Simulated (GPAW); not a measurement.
```json
{"subject": "Quasiparticle gap of InP (F-43m) in GPAW", "lattice_ang": [[0.0, 2.9305, 2.9305], [2.9305, -0.0, 2.9305], [2.9305, 2.9305, 0.0]], "atoms": [["In", 0.0, 0.0, 0.0], ["P", 0.25, 0.25, 0.25]], "method": "DFT, PBE, plane waves, PAW (and 1 further level or step)", "program": "GPAW 26.7.0", "settings_of_one_run": "cutoff 450 eV, GPAW PAW setups 1.2.1 data release, 6×6×6 k-mesh, nbands 603", "cost": "4 runs, 8.6 min in all on 4 MPI ranks of Intel Xeon Platinum 8259CL at 2.50GHz (Skylake/Cascade Lake), shared host (the runs of this entry)", "notes": "The database entry behind the starting cell differs from later determinations by our own check (0.1 to 0.3 % short, probably kX units). The cell and positions come from the Crystallography Open Database and are kept as given unless a step says otherwise. Limits: no spin-orbit coupling. Bands and cutoff are finite, so the gap is not at the basis limit. The miss can reach some tenths of an eV and take either sign; the mesh is an error of its own.", "results": {"pbe_gap": "0.71 eV, direct", "g0w0_gap_on_the_mesh": "1.35 eV", "gw_settings": "6×6×6 mesh, 276 bands, screening to 180 eV, Godby-Needs plasmon pole", "known_limits": "not at the basis limit; no spin-orbit coupling"}}
```

[Paths, hosts, dates, memory and timing lines, banners, echoed tables and standing remarks are left out of the program output.]

[Logs are printed without paths, hosts, clocks, repeated set-up lines and the standing remarks that a program may print on its own settings, such as how far it seeks lower states.]

[Runs of the session that timed out or met a known fault of the program may be left out.]

[Hosts, paths, dates, database ids (printed as entryN), source tags and the programs' standing remarks are cut or masked in the printed files.]
